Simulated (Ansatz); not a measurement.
The equilibrium volume of InPd, sorted by core time

Symmetry: Pm-3m, No. 221, cubic system. The conventional cell has a = 3.272 Å, b = 3.272 Å, c = 3.272 Å, α = 90.00°, β = 90.00°, γ = 90.00°. In (site symmetry m-3m) is surrounded by 8 Pd at 2.83 Å. Around Pd (site symmetry m-3m) lie 8 In at 2.83 Å.

The cell comes from a database or a generator and needn't be the stable form of this composition.

```tsv
rung	level	program and potentials	cutoff (eV)	k mesh	smearing	task	core time	chip	equilibrium volume (Å³/atom)	notes
GGA + dispersion	BLYP+D3(BJ)	Ansatz, Ansatz PAW	420	8 × 8 × 8	fermi-dirac 0.05	relaxation of cell and atoms	7.3 s	Arm Neoverse V1	17.41	potentials made for PBE, which Ansatz adapts in part
GGA	PBE	Ansatz, Ansatz PAW (earlier soft set)	420	8 × 8 × 8	fermi-dirac 0.05	equation of state	7.5 s	Intel Xeon	18.03	-
GGA + dispersion	PBE+D4	Ansatz, Ansatz PAW	420	8 × 8 × 8	fermi-dirac 0.05	relaxation of cell and atoms	7.8 s	Arm Neoverse V1	17.44	-
GGA + dispersion	RPBE+D4	Ansatz, Ansatz PAW	420	8 × 8 × 8	fermi-dirac 0.05	relaxation of cell and atoms	7.9 s	Arm Neoverse V1	17.46	potentials made for PBE, which Ansatz adapts in part
GGA	BLYP	Ansatz, Ansatz PAW	420	8 × 8 × 8	fermi-dirac 0.05	relaxation of cell and atoms	8.6 s	Arm Neoverse V2	19.50	potentials made for PBE, which Ansatz adapts in part
GGA + dispersion	PBEsol+D4	Ansatz, Ansatz PAW	420	8 × 8 × 8	fermi-dirac 0.05	relaxation of cell and atoms	12 s	Arm Neoverse V1	16.81	potentials made for PBE, which Ansatz adapts in part
GGA + dispersion	PBEsol+D3(BJ)+ATM	Ansatz, Ansatz PAW	420	8 × 8 × 8	fermi-dirac 0.05	relaxation of cell and atoms	12 s	Arm Neoverse V1	16.62	potentials made for PBE, which Ansatz adapts in part
GGA	PBEsol	Ansatz, Ansatz PAW	420	8 × 8 × 8	fermi-dirac 0.05	equation of state	18 s	Arm Neoverse N1	17.12	potentials made for PBE, which Ansatz adapts in part
```

Times are single runs on shared hosts and different chips, so they are rough; meshes, cutoffs and the tasks' sizes weigh on the time. All rows: no spin polarisation. Smearing widths are in eV. For a metal such meshes aren't converged. Meshes are those of the run's cell of 2 atoms unless a note names another. Relaxations start from the cell shown or near it and stop with a little pressure left. Runs on faulty files, with rough fits or with known faults for this quantity aren't shown. No row holds spin-orbit coupling.

By rung: GGA + dispersion 16.62 to 17.46; GGA 17.12 to 19.50 (Å³/atom).
